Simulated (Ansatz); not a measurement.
# Si: do energies and stresses tell the same story?

All numbers below come from DFT r2SCAN, scalar-relativistic, plane waves, PAW (Ansatz).

Plane waves to 500 eV, a k mesh through Γ of 10×10×10 on the computed 2-atom cell and Gaussian smearing (0.02 eV); no spin polarisation.

Relaxed cell: Fd-3m, a = 5.444 Å, b = 5.444 Å, c = 5.444 Å, α = 90.00°, β = 90.00°, γ = 90.00°, 2 atoms in the primitive cell.

Energies at zero smearing and pressures from the stress tensor, at volumes with shape and atoms relaxed:
| V (Å³/atom) | E − E(first) (meV/atom) | P (GPa) |
| --- | --- | --- |
| 18.960 | 0.00 | 6.83 |
| 19.565 | -18.67 | 3.15 |
| 20.170 | -24.47 | 0.00 |
| 20.775 | -19.26 | -2.69 |
| 21.380 | -4.64 | -4.99 |

Problem. Check P = −dE/dV between neighbouring volumes, and get the bulk modulus from the pressures alone.

Solution. With 1 eV/Å³ = 160.2 GPa:
```
middle V (Å³/atom)  −ΔE/ΔV (GPa) mean P (GPa)
            19.263         4.943         4.991
            19.868         1.536         1.577
            20.473        -1.379        -1.344
            21.078        -3.871        -3.840
```

The two differ by 0.05 GPa at most. The mean of two end pressures misses the average over a step by about ΔV² P″/12, up to 0.05 GPa here; with that taken off 0.00 GPa remains. Around V = 20.170 Å³/atom, the two neighbours give B = −V ΔP/ΔV = 20.170 × 5.84 / 1.210 = 97.4 GPa, against B0 = 96.9 GPa from the Birch–Murnaghan fit of the energies.